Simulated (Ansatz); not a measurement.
# AlN: the cost of one run

All numbers below are computed with Ansatz 0.2.0 (DFT PBEsol, scalar-relativistic, plane waves, PAW).

3 further runs of the same task are left out: 3 set aside as unsound or not needed.

## (1) The structure to begin with

The cell holds 18 atoms (Al9N9): a = 5.999 Å, b = 5.468 Å, c = 6.003 Å, α = 86.33°, β = 94.83°, γ = 90.56°.

It is the last frame of an earlier stage of the same melt, run at 1520 K.

The coordinates stand in the first input below.

## (2) Langevin stage at 300 K

One k point, a Fermi-Dirac width of 0.050 eV and a fixed cell.

input.yaml reads:

```yaml
crystal:
  lattice:
    - [5.994028, -0.023954, -0.252458]
    - [-0.023954, 5.464903, 0.182962]
    - [-0.252458, 0.182962, 5.995125]
  atoms:
    - { symbol: Al, position: [0.1316222918, 0.7152271516, 0.5710726853] }
    - { symbol: Al, position: [0.8380586246, 0.2102228829, 0.565835966] }
    - { symbol: Al, position: [0.6307206763, 0.6693967089, 0.7278488061] }
    - { symbol: Al, position: [0.8240616451, 0.4216802139, 0.0948593907] }
    - { symbol: Al, position: [0.3455881432, 0.2435929659, 0.8544912872] }
    - { symbol: Al, position: [0.6059564535, 0.8817045816, 0.1545601478] }
    - { symbol: Al, position: [0.2693647037, 0.5739640552, 0.1705692487] }
    - { symbol: Al, position: [0.4290544013, 0.1618780863, 0.4867904627] }
    - { symbol: Al, position: [0.0285778821, 0.9703029058, 0.083114759] }
    - { symbol: "N", position: [0.1209385608, 0.0183524425, 0.7107686691] }
    - { symbol: "N", position: [0.7488741405, 0.1073199642, 0.3105852042] }
    - { symbol: "N", position: [0.6974065889, 0.1118467619, 0.9314760233] }
    - { symbol: "N", position: [0.8372672242, 0.5714525675, 0.5610284103] }
    - { symbol: "N", position: [0.2800904964, 0.8688380971, 0.3143892391] }
    - { symbol: "N", position: [0.4096174723, 0.4909555804, 0.6147328003] }
    - { symbol: "N", position: [0.1151120969, 0.3151032376, 0.0778190224] }
    - { symbol: "N", position: [0.6361048669, 0.0221379178, 0.7106751924] }
    - { symbol: "N", position: [0.5509836881, 0.6199078524, 0.0287572307] }
  symmetry: { detect: false }
basis:
  ecutwfc: 420
  xc_grid: 1
kpoints:
  mp_grid: { grid: [1, 1, 1], shift: [0.0, 0.0, 0.0] }
hamiltonian:
  xc: pbesol
scf:
  occupations: { method: fermi_dirac, width: 0.05 }
  lower_state_search: "off"
  convergence: { dr2_threshold: 1.0e-05 }
output:
  forces: true
  stress: true
md:
  timestep: 2.0
  n_steps: 100
  ensemble: nvt_langevin
  friction: 0.015
  temperature: 300.0
  initial_velocities: maxwell_boltzmann
  seed: 10160
```

Command:

```console
$ ansatz run input.yaml --threads 2 --pin off --max-ram 5120MiB --backend cpu --events-out ev --progress --plain --runs-dir out
```

What time and memory should one allow on 2 threads of Arm Neoverse V1, shared host?

About 41 s, with a peak of 0.32 GiB.
